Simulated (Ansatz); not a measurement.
BaTe in the rocksalt structure

Level of theory: DFT, PBEsol, scalar-relativistic, no spin polarisation; plane waves to 420 eV with PAW datasets (Ansatz 0.2.0), Γ-centred 8×8×8 mesh, 0.05 eV Gaussian smearing. The datasets are Ansatz's generated set soft_2.

```
Ba Te
1.0
     0.00000    3.47089    3.47089
     3.47089    0.00000    3.47089
     3.47089    3.47089    0.00000
Ba Te
1 1
Direct
  0.50000 0.50000 0.50000
  0.00000 0.00000 0.00000
```

The compound is reported in the structure type of the start.

Path: Γ–X–U | K–Γ–L–W–X, with Γ = (0.000, 0.000, 0.000), X = (0.500, 0.000, 0.500), U = (0.625, 0.250, 0.625), K = (0.375, 0.375, 0.750), L = (0.500, 0.500, 0.500), W = (0.500, 0.250, 0.750) in reciprocal vectors of the calculation's cell.

Question: Is it a metal or an insulator, and if it has a gap, where are the band edges on this path?

Answer: An insulator with a gap of 1.46 eV on the path, the valence band topping at Γ and the conduction band bottoming at X; the smallest direct gap is 1.82 eV.

Levels between -4 and 4 eV from the Fermi level at the path's named points:
| point | below E_F (eV) | above E_F (eV) |
| --- | --- | --- |
| Γ | -0.73 -0.73 -0.73 | 2.19 2.21 2.21 2.21 2.88 2.88 |
| X | -1.82 -1.09 -1.09 | 0.73 3.82 4.00 |
| U and K | -2.00 -1.76 -1.49 | 1.79 |
| L | -3.01 -1.86 -1.86 | 3.33 |
| W | -2.02 -1.65 -1.65 | 2.74 2.74 |

Formal charges Ba²⁺, Te²⁻ balance and leave closed shells on every ion, so a band insulator is expected, and the gap is 1.46 eV.

Kohn–Sham gaps of semilocal functionals lie under measured ones, often by a third or more. These numbers lack spin–orbit coupling.
